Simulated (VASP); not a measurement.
# N (P2_13) in VASP: notebook

Aim: see how the results for N move with the level of theory and the settings. Levels: BEEF-vdW, LDA, r2SCAN. Tasks: dielectric tensor, band structure, equation of state.

All numbers are computed with VASP 6.6.1; they aren't measurements. Logs are shortened: lines on timing, memory, paths and dates and some standing lists are left out, and cuts for length are marked.

**1. The structure**

Symmetry: P2_13, No. 198, cubic system. Conventional cell: a = 5.815 Å, b = 5.815 Å, c = 5.815 Å, α = 90.00°, β = 90.00°, γ = 90.00°. Around N (site symmetry 3) lie 1 N at 1.11 Å. N (site symmetry 3) has 1 N at 1.11 Å as nearest neighbours.

**2. Dielectric tensor, BEEF-vdW**

INCAR

```
SYSTEM = N
ALGO     = Normal         ! electronic algorithm
EDIFF    = 1E-8           ! SCF threshold, eV
ENCUT    = 520            ! plane-wave cutoff, eV
GGA      = BF             ! functional
ISIF     = 2              ! what is computed and relaxed
ISMEAR   = -1             ! smearing method
LASPH    = .True.         ! aspherical terms in the spheres
LCHARG   = .False.        ! write CHGCAR
LEPSILON = .True.         ! dielectric tensor by DFPT
LREAL    = .False.        ! projectors in reciprocal space
LUSE_VDW = .True.       
LWAVE    = .False.        ! write WAVECAR
NELM     = 100            ! most SCF steps
PREC     = Accurate       ! precision mode
SIGMA    = 0.02           ! smearing width, eV
ZAB_VDW  = -1.8867
```

KPOINTS

```
k-points
0
Gamma
  5 5 5
  0 0 0
```

POSCAR

```
N
5.8151
    1.000000295782      0.000000000000      0.000000000000
    0.000000000000      1.000000295782      0.000000000000
    0.000000000000      0.000000000000      1.000000295782
N
8
Direct
    0.0458611400      0.4541388600      0.5458611400
    0.4541388600      0.5458611400      0.0458611400
    0.5458611400      0.0458611400      0.4541388600
    0.9541388600      0.9541388600      0.9541388600
    0.9360985600      0.5639014400      0.4360985600
    0.5639014400      0.4360985600      0.9360985600
    0.4360985600      0.9360985600      0.5639014400
    0.0639014400      0.0639014400      0.0639014400
```

Potentials or basis: VASP PAW PBE potentials, release 64 (N).

Started as:

```console
$ cat potpaw_PBE.64/N/POTCAR > POTCAR
$ mpirun -np 1 vasp_std > vasp.out
```

OUTCAR:

```text
SYSTEM = N
   EDIFF = 1E-8
   ENCUT = 520
   GGA = BF
   ISIF = 2
   ISMEAR = -1
   LASPH = .True.
   LEPSILON = .True.
   LREAL = .False.
   NELM = 100
   PREC = Accurate

 ion  position               nearest neighbor table
   1  0.046  0.454  0.546-   5 1.11
   2  0.454  0.546  0.046-   6 1.11
   3  0.546  0.046  0.454-   7 1.11
   4  0.954  0.954  0.954-   8 1.11
   5  0.936  0.564  0.436-   1 1.11
   6  0.564  0.436  0.936-   2 1.11
   7  0.436  0.936  0.564-   3 1.11
   8  0.064  0.064  0.064-   4 1.11

  LATTYP: Found a simple cubic cell.
 ALAT       =     5.8151017200

  Lattice vectors:

 A1 = (   5.8151017200,   0.0000000000,   0.0000000000)
 A2 = (   0.0000000000,   5.8151017200,   0.0000000000)
 A3 = (   0.0000000000,   0.0000000000,   5.8151017200)

Analysis of symmetry for initial positions (statically):
=====================================================================
 Subroutine PRICEL returns:
 Original cell was already a primitive cell.

 Routine SETGRP: Setting up the symmetry group for a
 simple cubic supercell.

 Subroutine GETGRP returns: Found 12 space group operations
 (whereof  3 operations were pure point group operations)
 out of a pool of 48 trial point group operations.

The static configuration has the point symmetry C_3 .
 The point group associated with its full space group is T   .

Analysis of symmetry for dynamics (positions and initial velocities):
=====================================================================
 Subroutine PRICEL returns:
 Original cell was already a primitive cell.

 Routine SETGRP: Setting up the symmetry group for a
 simple cubic supercell.

 Subroutine GETGRP returns: Found 12 space group operations
 (whereof  3 operations were pure point group operations)
 out of a pool of 48 trial point group operations.

The dynamic configuration has the point symmetry C_3 .
 The point group associated with its full space group is T   .

 Subroutine INISYM returns: Found 12 space group operations
 (whereof  3 operations are pure point group operations),
 and found     1 'primitive' translations

----------------------------------------------------------------------------------------

                                     Primitive cell

  volume of cell :     196.6400

  direct lattice vectors                    reciprocal lattice vectors
     5.815101720  0.000000000  0.000000000     0.171966037  0.000000000  0.000000000
     0.000000000  5.815101720  0.000000000     0.000000000  0.171966037  0.000000000
     0.000000000  0.000000000  5.815101720     0.000000000  0.000000000  0.171966037

  length of vectors
     5.815101720  5.815101720  5.815101720     0.171966037  0.171966037  0.171966037

  position of ions in fractional coordinates (direct lattice)
     0.045861140  0.454138860  0.545861140
     0.454138860  0.545861140  0.045861140
     0.545861140  0.045861140  0.454138860
     0.954138860  0.954138860  0.954138860
     0.936098560  0.563901440  0.436098560
     0.563901440  0.436098560  0.936098560
     0.436098560  0.936098560  0.563901440
     0.063901440  0.063901440  0.063901440

  ion indices of the primitive-cell ions
   primitive index   ion index
                 1           1
                 2           2
                 3           3
                 4           4
                 5           5
                 6           6
                 7           7
                 8           8

----------------------------------------------------------------------------------------

 KPOINTS: k-points

Automatic generation of k-mesh.
 Grid dimensions read from file:
[... 101 lines left out ...]

 k-point     1 :       0.0000    0.0000    0.0000
  band No.  band energies     occupation
      1     -25.5800      2.00000
      2     -25.5406      2.00000
      3     -25.5406      2.00000
      4     -25.5406      2.00000
      5     -10.8401      2.00000
      6     -10.8401      2.00000
[... 297 lines left out ...]
     24       0.7974      0.00000
     25       0.9152      0.00000

  FORCE on cell =-STRESS in cart. coord.  units (eV):
  Direction    XX          YY          ZZ          XY          YZ          ZX
  --------------------------------------------------------------------------------------
  -------------------------------------------------------------------------------------
  Total        0.6200001      0.6200001      0.6200001      0.0000000      0.0000000     -0.0000000
  in kB        5.0516166      5.0516166      5.0516166      0.0000000      0.0000000     -0.0000000
  external PRESSURE =       5.0516166 kB  Pullay stress =       0.0000000 kB

 VOLUME and BASIS-vectors are now :
 -----------------------------------------------------------------------------
  energy-cutoff  :      520.00
  volume of cell :      196.64
      direct lattice vectors                 reciprocal lattice vectors
     5.815101720  0.000000000  0.000000000     0.171966037  0.000000000  0.000000000
     0.000000000  5.815101720  0.000000000     0.000000000  0.171966037  0.000000000
     0.000000000  0.000000000  5.815101720     0.000000000  0.000000000  0.171966037

 POSITION                                       TOTAL-FORCE (eV/Angst)
 -----------------------------------------------------------------------------------
      0.26669      2.64086      3.17424         0.503985     -0.503985      0.503985
      2.64086      3.17424      0.26669        -0.503985      0.503985      0.503985
      3.17424      0.26669      2.64086         0.503985      0.503985     -0.503985
      5.54841      5.54841      5.54841        -0.503985     -0.503985     -0.503985
      5.44351      3.27914      2.53596        -0.491283      0.491283     -0.491283
      3.27914      2.53596      5.44351         0.491283     -0.491283     -0.491283
      2.53596      5.44351      3.27914        -0.491283     -0.491283      0.491283
      0.37159      0.37159      0.37159         0.491283      0.491283      0.491283
 -----------------------------------------------------------------------------------
    total drift:                               -0.000000     -0.000000      0.000000

  FREE ENERGIE OF THE ION-ELECTRON SYSTEM (eV)
  ---------------------------------------------------
  free  energy   TOTEN  =       -56.3329175658 eV

  energy  without entropy=      -56.3329175658  energy(sigma->0) =      -56.33291757

 HEAD OF MICROSCOPIC STATIC DIELECTRIC TENSOR (INDEPENDENT PARTICLE, excluding Hartree and local field effects)
 ------------------------------------------------------
           1.847855     0.000000     0.000000
          -0.000000     1.847855    -0.000000
           0.000000     0.000000     1.847855
 ------------------------------------------------------

 Free energy of the ion-electron system (eV)
  ---------------------------------------------------
  ---------------------------------------------------
  free energy    TOTEN  =        -0.32056222 eV

  energy without entropy =       -0.32056222

------------------------ aborting loop because EDIFF is reached ----------------------------------------

Total vdW correction in eV:      8.5316524

--------------------------------------- Ionic step        2  -------------------------------------------

------------------------ aborting loop because EDIFF is reached ----------------------------------------

Total vdW correction in eV:      8.5316524

--------------------------------------- Ionic step        3  -------------------------------------------

 Free energy of the ion-electron system (eV)
  ---------------------------------------------------
  ---------------------------------------------------
  free energy    TOTEN  =        -0.32056216 eV

  energy without entropy =       -0.32056216

------------------------ aborting loop because EDIFF is reached ----------------------------------------

Total vdW correction in eV:      8.5316524

 PIEZOELECTRIC TENSOR FIELD DIRECTION 3  (e Angst)
 -----------------------------------------------------------------------------
    -0.00009 -0.01910  0.00000           (  0.00000 -0.00021  0.00000)
    -0.01910  0.00016  0.00000           ( -0.00021  0.00000  0.00000)
     0.00000  0.00000 -0.00013           (  0.00000  0.00000 -0.00000)

 PIEZOELECTRIC TENSOR FIELD DIRECTION 3  (C/m^2)
 -----------------------------------------------------------------------------
    -0.00001 -0.00156  0.00000
    -0.00156  0.00001  0.00000
     0.00000  0.00000 -0.00001

 MACROSCOPIC STATIC DIELECTRIC TENSOR (including local field effects in DFT)
 ------------------------------------------------------
           1.542359    -0.000000    -0.000000
          -0.000000     1.542359     0.000000
           0.000000    -0.000000     1.542359
 ------------------------------------------------------

 PIEZOELECTRIC TENSOR (including local field effects)  for field in x, y, z        (e  Angst)
          XX          YY          ZZ          XY          YZ          ZX
  --------------------------------------------------------------------------------
  x     0.00000    -0.00000     0.00000     0.00000    -0.01911     0.00000
  y     0.00000     0.00000     0.00000     0.00000     0.00000    -0.01911
  z     0.00000    -0.00000     0.00000    -0.01911     0.00000     0.00000

 PIEZOELECTRIC TENSOR (including local field effects)  for field in x, y, z        (C/m^2)
          XX          YY          ZZ          XY          YZ          ZX
  --------------------------------------------------------------------------------
  x     0.00000    -0.00000     0.00000     0.00000    -0.00156     0.00000
  y     0.00000     0.00000     0.00000     0.00000     0.00000    -0.00156
  z     0.00000    -0.00000     0.00000    -0.00156     0.00000     0.00000

 BORN EFFECTIVE CHARGES (including local field effects) (in |e|, cummulative output)
 ---------------------------------------------------------------------------------
 ion    1
    1     0.00155     0.00431    -0.00479
    2     0.00479     0.00155     0.00431
    3    -0.00431     0.00479     0.00155
 ion    2
    1     0.00155     0.00431     0.00479
    2     0.00479     0.00155    -0.00431
    3     0.00431    -0.00479     0.00155
 ion    3
    1     0.00155    -0.00431     0.00479
    2    -0.00479     0.00155     0.00431
    3     0.00431     0.00479     0.00155
 ion    4
    1     0.00155    -0.00431    -0.00479
    2    -0.00479     0.00155    -0.00431
    3    -0.00431    -0.00479     0.00155
 ion    5
    1    -0.00155     0.00431    -0.00152
    2     0.00152    -0.00155     0.00431
    3    -0.00431     0.00152    -0.00155
 ion    6
    1    -0.00155     0.00431     0.00152
    2     0.00152    -0.00155    -0.00431
    3     0.00431    -0.00152    -0.00155
 ion    7
    1    -0.00155    -0.00431     0.00152
    2    -0.00152    -0.00155     0.00431
    3     0.00431     0.00152    -0.00155
 ion    8
    1    -0.00155    -0.00431    -0.00152
    2    -0.00152    -0.00155    -0.00431
    3    -0.00431    -0.00152    -0.00155
```

Wall time 32 min (1 thread of Intel Xeon 6975P-C (Granite Rapids), shared host); peak memory 1.1 GiB.

Results:

```
Band gap on the k mesh                  : 7.44 eV, indirect (least direct gap 7.46 eV)
Electronic dielectric tensor (diagonal) : 1.54
Born charges (mean of the diagonal)     : N +0.00, -0.00 e
```

Levels at points of the mesh, in eV from the valence-band top:
| k point | band 17 | band 18 | band 19 | band 20 | band 21 | band 22 | band 23 | band 24 |
| --- | --- | --- | --- | --- | --- | --- | --- | --- |
| (0.00, 0.00, 0.00) | -0.77 | -0.02 | -0.02 | -0.02 | 7.44 | 7.44 | 7.44 | 8.26 |

Electronic dielectric tensor:
```
1.54 0.00 0.00
0.00 1.54 0.00
0.00 0.00 1.54
```

Born effective charge tensors (e):
atom 1, N
```
0.00 0.00 0.00
0.00 0.00 0.00
0.00 0.00 0.00
```
atom 2, N
```
0.00 0.00 0.00
0.00 0.00 0.00
0.00 0.00 0.00
```
atom 3, N
```
0.00 0.00 0.00
0.00 0.00 0.00
0.00 0.00 0.00
```
atom 4, N
```
0.00 0.00 0.00
0.00 0.00 0.00
0.00 0.00 0.00
```
atom 5, N
```
0.00 0.00 0.00
0.00 0.00 0.00
0.00 0.00 0.00
```
atom 6, N
```
0.00 0.00 0.00
0.00 0.00 0.00
0.00 0.00 0.00
```
atom 7, N
```
0.00 0.00 0.00
0.00 0.00 0.00
0.00 0.00 0.00
```
atom 8, N
```
0.00 0.00 0.00
0.00 0.00 0.00
0.00 0.00 0.00
```

Caveat: the standard files for N, O and F lose accuracy on very short bonds; the PAW data sets were made with another functional, which shifts forces and pressure a little; an odd mesh through Γ misses points on the zone boundary, where band edges often lie.

**3. Band structure, LDA**

INCAR

```
SYSTEM = N
  PREC = Accurate
  ENCUT = 520
  EDIFF = 1E-6
  ISMEAR = 0
  SIGMA = 0.02
  LREAL = .FALSE.
  LASPH = .TRUE.
  NELM = 100
  ALGO = Normal
  ISIF = 2
  LWAVE = .FALSE.
  LCHARG = .FALSE.
  NBANDS = 30
  KPAR = 2
```

KPOINTS

```
regular mesh
0
G
  6 6 6
  0 0 0
```

POSCAR: that of step 2 with these lines changed.

```diff
@@ -1,6 +1,6 @@
 N
-5.8151
-    1.000000295782      0.000000000000      0.000000000000
-    0.000000000000      1.000000295782      0.000000000000
-    0.000000000000      0.000000000000      1.000000295782
+1.0
+    5.8151017200      0.0000000000      0.0000000000
+    0.0000000000      5.8151017200      0.0000000000
+    0.0000000000      0.0000000000      5.8151017200
 N
```

KPOINTS_OPT

```
path GXMGRX,MR
15
line-mode
reciprocal
 0.0000000000  0.0000000000  0.0000000000  G
 0.0000000000  0.5000000000  0.0000000000  X

 0.0000000000  0.5000000000  0.0000000000  X
 0.5000000000  0.5000000000  0.0000000000  M

 0.5000000000  0.5000000000  0.0000000000  M
 0.0000000000  0.0000000000  0.0000000000  G

 0.0000000000  0.0000000000  0.0000000000  G
 0.5000000000  0.5000000000  0.5000000000  R

 0.5000000000  0.5000000000  0.5000000000  R
 0.0000000000  0.5000000000  0.0000000000  X

 0.5000000000  0.5000000000  0.0000000000  M
 0.5000000000  0.5000000000  0.5000000000  R
```

Potentials or basis: VASP PAW LDA potentials, release 64 (N).

Started as:

```console
$ cat potpaw_LDA.64/N/POTCAR > POTCAR
$ mpirun -np 2 vasp_std > vasp.out
```

Run time: 2.5 min. Hardware: 2 MPI ranks of Intel Xeon 6975P-C (Granite Rapids), shared host; peak memory 0.33 GiB.

Results (log left out):

* Free energy: -70.3094 eV
* Pressure: -1.1 GPa
* Largest force: 0.363 eV/Å
* Band gap on the k mesh: 7.26 eV, indirect (least direct gap 7.28 eV)
* Band gap along the path: 7.26 eV, indirect (least direct gap 7.28 eV)

Forces in eV/Å, atoms in the order of the input:
```
N   -0.208  0.208 -0.208
N    0.208 -0.208 -0.208
N   -0.208 -0.208  0.208
N    0.208  0.208  0.208
N    0.209 -0.209  0.209
N   -0.209  0.209  0.209
N    0.209  0.209 -0.209
N   -0.209 -0.209 -0.209
```

Levels at the corners of the path, in eV from the valence-band top:
| point | band 18 | band 19 | band 20 | band 21 | band 22 | band 23 |
| --- | --- | --- | --- | --- | --- | --- |
| Γ | -0.02 | -0.02 | -0.02 | 7.26 | 7.26 | 7.26 |
| X | -0.31 | 0.00 | 0.00 | 7.48 | 7.48 | 7.80 |
| X | -0.31 | 0.00 | 0.00 | 7.48 | 7.48 | 7.80 |
| M | -0.18 | -0.14 | -0.14 | 7.79 | 7.79 | 7.81 |
| M | -0.18 | -0.14 | -0.14 | 7.79 | 7.79 | 7.81 |
| Γ | -0.02 | -0.02 | -0.02 | 7.26 | 7.26 | 7.26 |
| Γ | -0.02 | -0.02 | -0.02 | 7.26 | 7.26 | 7.26 |
| R | -0.20 | -0.20 | -0.20 | 7.81 | 7.81 | 7.81 |
| R | -0.20 | -0.20 | -0.20 | 7.81 | 7.81 | 7.81 |
| X | -0.31 | 0.00 | 0.00 | 7.48 | 7.48 | 7.80 |
| M | -0.18 | -0.14 | -0.14 | 7.79 | 7.79 | 7.81 |
| R | -0.20 | -0.20 | -0.20 | 7.81 | 7.81 | 7.81 |

Caveat: the standard files for N, O and F lose accuracy on very short bonds.

(Continued in part 2 of 3.)
